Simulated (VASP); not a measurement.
A run of VASP 6.6.1 is set up as follows.

INCAR

```
SYSTEM = Ba
PREC = Accurate
ENCUT = 520
EDIFF = 1E-6
ISMEAR = 0
SIGMA = 0.1
LREAL = .False.
LASPH = .True.
NELM = 100
ALGO = Fast
ISIF = 2
LWAVE = .False.
LCHARG = .False.
GGA = PE
NBANDS = 11
```

KPOINTS

```
Automatic mesh
0
Gamma
  12 12 12
  0 0 0
```

Contents of POSCAR:

```
Ba
1.0
    0.0000000000      3.1723322789      3.1723322789
    3.1723322789      0.0000000000      3.1723322789
    3.1723322789      3.1723322789      0.0000000000
Ba
1
Direct
    0.0000000000      0.0000000000      0.0000000000
```

Potentials or basis: VASP PAW PBE potentials, release 64 (Ba_sv).

The run is started by

```console
$ cat potpaw_PBE.64/Ba_sv/POTCAR > POTCAR
$ mpirun -np 1 vasp_std > vasp.out
```

(1) What does it give for the band gap on the k mesh?

(2) Estimate the pressure.

Answers

(1) none (metal or under the smearing width).

(2) 0.1 GPa.
